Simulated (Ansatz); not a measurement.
System: rock-salt NaBr. Method: PBE0-D3(BJ) in Ansatz (PAW).

Run with plane-wave cutoff 460 eV, 8×8×8 k mesh, Fermi–Dirac smearing 0.01 eV, scalar-relativistic PAW data made under PBE.

On both sides of the equilibrium volume: at 24.695 Å³/atom the pressure is 0.24 GPa and the direct gap at Γ 6.315 eV; at 25.547 Å³/atom they are -0.59 GPa and 6.197 eV. The fitted bulk modulus is 25.2 GPa.

Task: Work out the volume deformation potential of this gap and its pressure coefficient, in two ways.

Result: a_V = dE_g/d ln V = (6.197 − 6.315)/ln(25.547/24.695) = -3.48 eV. Since dP = −B d ln V, dE_g/dP = −a_V/B = 138 meV/GPa. Straight from the pressures: (6.315 − 6.197)/(0.24 − (-0.59)) = 142 meV/GPa. At this level and over this range the gap at Γ widens under pressure.

Spin–orbit coupling is not included.

Ansatz is a program for electronic structure.
